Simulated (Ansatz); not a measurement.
Born–Oppenheimer molecular dynamics of a periodic cell of 16 atoms, Na (surface Na(110)). It starts from a relaxed structure.

Theory: DFT PBE, scalar-relativistic, plane waves, PAW (Ansatz). Settings: cutoff 420 eV, k mesh 2x2x1, fermi-dirac smearing 0.15 eV, no spin polarisation.

```json
{"ensemble": "NVT, Langevin thermostat", "time step": "2 fs", "steps asked": "280", "set temperature": "500 K", "friction": "0.02 /fs", "atoms held": "1 to 4", "seed": "940335"}
```

Frames 2 fs apart, positions in Å, forces in eV/Å.

Velocities at 80.0 fs (Å/ps):

```
Na 0.00 0.00 0.00
Na 0.00 0.00 0.00
Na 0.00 0.00 0.00
Na 0.00 0.00 0.00
Na -1.30 -3.31 5.51
Na 2.65 3.35 -2.49
Na 1.16 -2.93 -1.67
Na -0.96 -4.72 2.07
Na -0.44 3.64 -8.62
Na -1.33 4.15 3.42
Na 3.30 -0.91 -6.51
Na -3.09 -8.10 2.84
Na -0.60 5.08 -2.29
Na 0.72 -6.61 5.43
Na -3.14 0.69 2.63
Na 7.98 -5.85 0.90
```

```xyz
16
Lattice="8.4600 0.0000 0.0000 4.2300 5.9821 0.0000 0.0000 0.0000 20.9732" Properties=species:S:1:pos:R:3:forces:R:3 time_fs=80.0 energy_less_start_eV=0.322 T=449
Na 0.000 2.991 1.000 -0.01 0.00 0.01
Na 4.230 2.991 1.000 -0.04 0.00 0.05
Na 2.115 5.982 1.000 -0.01 0.00 0.08
Na 6.345 5.982 1.000 0.01 0.00 0.06
Na 0.031 -0.160 4.067 -0.01 0.05 -0.05
Na 4.173 0.322 4.149 -0.24 -0.16 -0.21
Na 1.786 3.033 4.058 0.10 0.02 -0.11
Na 6.268 2.875 3.936 0.14 0.12 0.03
Na -0.004 3.098 6.848 -0.15 -0.08 0.11
Na 4.074 3.200 6.810 0.01 -0.08 0.06
Na 1.853 6.027 6.597 0.16 0.07 0.33
Na 6.228 5.973 7.091 0.07 0.06 -0.08
Na 0.175 -0.051 10.075 -0.32 0.16 -0.04
Na 4.029 0.106 10.292 0.14 -0.01 -0.10
Na 1.956 2.930 9.923 0.02 0.16 -0.03
Na 6.121 3.271 10.215 0.14 -0.30 -0.11
16
Lattice="8.4600 0.0000 0.0000 4.2300 5.9821 0.0000 0.0000 0.0000 20.9732" Properties=species:S:1:pos:R:3:forces:R:3 time_fs=82.0 energy_less_start_eV=0.326 T=403
Na 0.000 2.991 1.000 -0.01 0.00 0.01
Na 4.230 2.991 1.000 -0.04 0.00 0.05
Na 2.115 5.982 1.000 -0.01 0.00 0.08
Na 6.345 5.982 1.000 0.01 0.00 0.07
Na 0.028 -0.167 4.077 0.00 0.05 -0.06
Na 4.176 0.327 4.143 -0.25 -0.17 -0.21
Na 1.790 3.027 4.055 0.10 0.02 -0.11
Na 6.266 2.867 3.940 0.14 0.13 0.02
Na -0.003 3.106 6.832 -0.15 -0.09 0.12
Na 4.073 3.204 6.816 0.01 -0.10 0.06
Na 1.859 6.025 6.584 0.16 0.08 0.34
Na 6.221 5.957 7.096 0.08 0.07 -0.08
Na 0.176 -0.041 10.072 -0.32 0.13 -0.04
Na 4.030 0.094 10.303 0.14 0.00 -0.10
Na 1.951 2.932 9.926 0.03 0.16 -0.04
Na 6.137 3.258 10.216 0.12 -0.29 -0.11
16
Lattice="8.4600 0.0000 0.0000 4.2300 5.9821 0.0000 0.0000 0.0000 20.9732" Properties=species:S:1:pos:R:3:forces:R:3 time_fs=84.0 energy_less_start_eV=0.328 T=456
Na 0.000 2.991 1.000 -0.01 0.00 0.01
Na 4.230 2.991 1.000 -0.04 0.00 0.05
Na 2.115 5.982 1.000 -0.01 0.00 0.08
Na 6.345 5.982 1.000 0.01 0.00 0.07
Na 0.026 -0.177 4.087 0.01 0.05 -0.08
Na 4.178 0.329 4.137 -0.25 -0.17 -0.20
Na 1.794 3.021 4.053 0.09 0.02 -0.11
Na 6.265 2.860 3.942 0.15 0.13 0.02
Na -0.002 3.114 6.817 -0.14 -0.09 0.12
Na 4.074 3.206 6.819 0.00 -0.11 0.06
Na 1.868 6.025 6.572 0.15 0.08 0.35
Na 6.213 5.940 7.099 0.09 0.09 -0.08
Na 0.176 -0.029 10.071 -0.31 0.11 -0.03
Na 4.031 0.083 10.316 0.13 0.01 -0.11
Na 1.946 2.932 9.928 0.04 0.16 -0.04
Na 6.154 3.243 10.214 0.11 -0.27 -0.11
16
Lattice="8.4600 0.0000 0.0000 4.2300 5.9821 0.0000 0.0000 0.0000 20.9732" Properties=species:S:1:pos:R:3:forces:R:3 time_fs=86.0 energy_less_start_eV=0.331 T=477
Na 0.000 2.991 1.000 -0.01 0.00 0.01
Na 4.230 2.991 1.000 -0.04 0.00 0.05
Na 2.115 5.982 1.000 -0.01 0.00 0.08
Na 6.345 5.982 1.000 0.00 0.00 0.07
Na 0.026 -0.190 4.098 0.01 0.06 -0.09
Na 4.179 0.331 4.132 -0.25 -0.18 -0.20
Na 1.794 3.013 4.051 0.10 0.02 -0.11
Na 6.264 2.852 3.944 0.15 0.14 0.01
Na -0.001 3.121 6.802 -0.14 -0.10 0.13
Na 4.074 3.209 6.820 0.00 -0.12 0.07
Na 1.878 6.022 6.562 0.14 0.08 0.35
Na 6.205 5.924 7.101 0.10 0.10 -0.08
Na 0.176 -0.015 10.072 -0.30 0.08 -0.03
Na 4.031 0.073 10.328 0.13 0.01 -0.11
Na 1.939 2.933 9.929 0.04 0.16 -0.04
Na 6.170 3.225 10.210 0.09 -0.25 -0.11
16
Lattice="8.4600 0.0000 0.0000 4.2300 5.9821 0.0000 0.0000 0.0000 20.9732" Properties=species:S:1:pos:R:3:forces:R:3 time_fs=88.0 energy_less_start_eV=0.335 T=492
Na 0.000 2.991 1.000 -0.02 0.00 0.01
Na 4.230 2.991 1.000 -0.04 0.00 0.05
Na 2.115 5.982 1.000 -0.01 0.00 0.08
Na 6.345 5.982 1.000 0.00 0.00 0.07
Na 0.026 -0.202 4.108 0.01 0.06 -0.10
Na 4.181 0.330 4.126 -0.26 -0.18 -0.19
Na 1.791 3.003 4.049 0.10 0.02 -0.12
Na 6.264 2.843 3.945 0.15 0.14 0.01
Na -0.001 3.126 6.787 -0.14 -0.10 0.14
Na 4.074 3.212 6.818 -0.01 -0.14 0.07
Na 1.888 6.015 6.555 0.13 0.09 0.36
Na 6.200 5.905 7.104 0.10 0.11 -0.08
Na 0.172 0.003 10.072 -0.29 0.06 -0.03
Na 4.027 0.065 10.337 0.13 0.02 -0.11
Na 1.933 2.933 9.931 0.05 0.17 -0.04
Na 6.184 3.207 10.204 0.07 -0.23 -0.12
16
Lattice="8.4600 0.0000 0.0000 4.2300 5.9821 0.0000 0.0000 0.0000 20.9732" Properties=species:S:1:pos:R:3:forces:R:3 time_fs=90.0 energy_less_start_eV=0.336 T=490
Na 0.000 2.991 1.000 -0.02 0.00 0.01
Na 4.230 2.991 1.000 -0.04 0.00 0.05
Na 2.115 5.982 1.000 0.00 0.00 0.09
Na 6.345 5.982 1.000 0.00 0.00 0.07
Na 0.026 -0.211 4.120 0.02 0.06 -0.12
Na 4.179 0.329 4.119 -0.25 -0.19 -0.18
Na 1.786 2.993 4.046 0.10 0.02 -0.12
Na 6.265 2.837 3.948 0.15 0.14 0.00
Na -0.005 3.129 6.772 -0.13 -0.11 0.15
Na 4.074 3.217 6.817 -0.01 -0.15 0.07
Na 1.898 6.009 6.549 0.12 0.10 0.36
Na 6.198 5.886 7.110 0.11 0.13 -0.08
Na 0.165 0.023 10.070 -0.28 0.03 -0.03
Na 4.022 0.058 10.346 0.13 0.02 -0.11
Na 1.929 2.930 9.932 0.06 0.17 -0.05
Na 6.200 3.189 10.197 0.06 -0.21 -0.12
16
Lattice="8.4600 0.0000 0.0000 4.2300 5.9821 0.0000 0.0000 0.0000 20.9732" Properties=species:S:1:pos:R:3:forces:R:3 time_fs=92.0 energy_less_start_eV=0.337 T=437
Na 0.000 2.991 1.000 -0.02 0.00 0.01
Na 4.230 2.991 1.000 -0.04 0.00 0.05
Na 2.115 5.982 1.000 0.00 -0.01 0.09
Na 6.345 5.982 1.000 0.00 0.00 0.07
Na 0.026 -0.217 4.132 0.02 0.06 -0.13
Na 4.176 0.327 4.116 -0.25 -0.19 -0.17
Na 1.782 2.981 4.040 0.11 0.02 -0.12
Na 6.266 2.832 3.950 0.15 0.14 0.00
Na -0.011 3.132 6.758 -0.12 -0.11 0.16
Na 4.074 3.221 6.818 -0.01 -0.17 0.07
Na 1.909 6.005 6.546 0.10 0.10 0.36
Na 6.200 5.868 7.117 0.11 0.14 -0.08
Na 0.158 0.041 10.067 -0.27 0.00 -0.02
Na 4.018 0.051 10.355 0.13 0.02 -0.11
Na 1.928 2.929 9.933 0.06 0.18 -0.05
Na 6.216 3.172 10.191 0.04 -0.19 -0.12
16
Lattice="8.4600 0.0000 0.0000 4.2300 5.9821 0.0000 0.0000 0.0000 20.9732" Properties=species:S:1:pos:R:3:forces:R:3 time_fs=94.0 energy_less_start_eV=0.338 T=465
Na 0.000 2.991 1.000 -0.02 0.00 0.01
Na 4.230 2.991 1.000 -0.04 0.00 0.05
Na 2.115 5.982 1.000 0.00 -0.01 0.09
Na 6.345 5.982 1.000 0.00 0.00 0.07
Na 0.024 -0.220 4.140 0.03 0.06 -0.14
Na 4.172 0.325 4.114 -0.24 -0.19 -0.16
Na 1.779 2.967 4.031 0.11 0.03 -0.11
Na 6.267 2.826 3.952 0.14 0.14 -0.01
Na -0.018 3.136 6.745 -0.11 -0.12 0.16
Na 4.074 3.226 6.819 -0.02 -0.18 0.07
Na 1.922 6.002 6.544 0.09 0.10 0.36
Na 6.205 5.851 7.123 0.11 0.15 -0.08
Na 0.151 0.057 10.062 -0.27 -0.02 -0.02
Na 4.012 0.041 10.364 0.13 0.03 -0.11
Na 1.928 2.929 9.934 0.07 0.18 -0.05
Na 6.231 3.155 10.186 0.02 -0.18 -0.12
16
Lattice="8.4600 0.0000 0.0000 4.2300 5.9821 0.0000 0.0000 0.0000 20.9732" Properties=species:S:1:pos:R:3:forces:R:3 time_fs=96.0 energy_less_start_eV=0.340 T=463
Na 0.000 2.991 1.000 -0.02 0.00 0.00
Na 4.230 2.991 1.000 -0.04 0.00 0.05
Na 2.115 5.982 1.000 0.00 -0.01 0.09
Na 6.345 5.982 1.000 -0.01 0.00 0.07
Na 0.021 -0.221 4.147 0.03 0.05 -0.14
Na 4.167 0.326 4.111 -0.23 -0.20 -0.15
Na 1.776 2.952 4.022 0.11 0.04 -0.11
Na 6.266 2.820 3.955 0.14 0.14 -0.01
Na -0.024 3.143 6.732 -0.10 -0.13 0.17
Na 4.072 3.231 6.822 -0.02 -0.19 0.07
Na 1.936 5.999 6.543 0.07 0.11 0.36
Na 6.212 5.835 7.127 0.11 0.17 -0.08
Na 0.142 0.073 10.057 -0.26 -0.04 -0.02
Na 4.004 0.032 10.374 0.13 0.03 -0.11
Na 1.926 2.929 9.938 0.07 0.18 -0.06
Na 6.245 3.139 10.181 0.01 -0.16 -0.12
16
Lattice="8.4600 0.0000 0.0000 4.2300 5.9821 0.0000 0.0000 0.0000 20.9732" Properties=species:S:1:pos:R:3:forces:R:3 time_fs=98.0 energy_less_start_eV=0.343 T=546
Na 0.000 2.991 1.000 -0.02 0.00 0.00
Na 4.230 2.991 1.000 -0.04 0.01 0.05
Na 2.115 5.982 1.000 0.00 -0.01 0.09
Na 6.345 5.982 1.000 -0.01 0.00 0.07
Na 0.021 -0.225 4.153 0.03 0.05 -0.15
Na 4.160 0.326 4.105 -0.22 -0.20 -0.14
Na 1.774 2.937 4.015 0.12 0.05 -0.10
Na 6.267 2.811 3.957 0.14 0.14 -0.02
Na -0.026 3.151 6.718 -0.09 -0.13 0.17
Na 4.070 3.236 6.824 -0.02 -0.20 0.07
Na 1.953 5.998 6.543 0.05 0.11 0.35
Na 6.221 5.820 7.129 0.10 0.18 -0.07
Na 0.130 0.092 10.054 -0.24 -0.07 -0.02
Na 3.996 0.024 10.384 0.13 0.03 -0.11
Na 1.924 2.931 9.942 0.07 0.18 -0.06
Na 6.258 3.122 10.176 -0.01 -0.15 -0.12
16
Lattice="8.4600 0.0000 0.0000 4.2300 5.9821 0.0000 0.0000 0.0000 20.9732" Properties=species:S:1:pos:R:3:forces:R:3 time_fs=100.0 energy_less_start_eV=0.344 T=488
Na 0.000 2.991 1.000 -0.03 0.00 0.00
Na 4.230 2.991 1.000 -0.03 0.01 0.06
Na 2.115 5.982 1.000 0.00 -0.01 0.09
Na 6.345 5.982 1.000 -0.01 0.00 0.07
Na 0.020 -0.230 4.156 0.04 0.04 -0.16
Na 4.152 0.324 4.100 -0.21 -0.21 -0.13
Na 1.772 2.923 4.012 0.12 0.06 -0.10
Na 6.270 2.803 3.961 0.13 0.15 -0.02
Na -0.030 3.159 6.705 -0.08 -0.14 0.18
Na 4.068 3.241 6.824 -0.02 -0.21 0.07
Na 1.971 5.999 6.546 0.03 0.12 0.34
Na 6.229 5.806 7.129 0.10 0.19 -0.07
Na 0.116 0.113 10.052 -0.23 -0.09 -0.03
Na 3.989 0.015 10.395 0.13 0.04 -0.11
Na 1.923 2.934 9.946 0.08 0.18 -0.06
Na 6.269 3.103 10.172 -0.02 -0.13 -0.12
16
Lattice="8.4600 0.0000 0.0000 4.2300 5.9821 0.0000 0.0000 0.0000 20.9732" Properties=species:S:1:pos:R:3:forces:R:3 time_fs=102.0 energy_less_start_eV=0.345 T=480
Na 0.000 2.991 1.000 -0.03 0.00 0.00
Na 4.230 2.991 1.000 -0.03 0.01 0.06
Na 2.115 5.982 1.000 0.00 -0.01 0.09
Na 6.345 5.982 1.000 -0.01 -0.01 0.07
Na 0.019 -0.233 4.156 0.04 0.04 -0.16
Na 4.146 0.319 4.096 -0.19 -0.21 -0.12
Na 1.768 2.912 4.011 0.12 0.06 -0.10
Na 6.273 2.794 3.967 0.12 0.15 -0.03
Na -0.035 3.166 6.692 -0.06 -0.14 0.19
Na 4.065 3.248 6.825 -0.02 -0.22 0.07
Na 1.990 6.000 6.553 0.01 0.12 0.33
Na 6.235 5.792 7.129 0.09 0.20 -0.06
Na 0.102 0.131 10.050 -0.21 -0.11 -0.03
Na 3.984 0.008 10.402 0.13 0.04 -0.11
Na 1.922 2.935 9.950 0.08 0.19 -0.07
Na 6.277 3.083 10.168 -0.04 -0.11 -0.12
```

Of the whole run (560 fs, mean temperature of the second half 495 K): A run of 0.56 ps of so small a system gives no equilibrium averages. Limits of this set-up: coarse k mesh, thin slab, slab without dipole correction.

Run time: 26 min on 2 threads of Intel(R) Xeon(R) Platinum 8488C (Sapphire Rapids), on a shared host, peak memory 1.6 GiB.
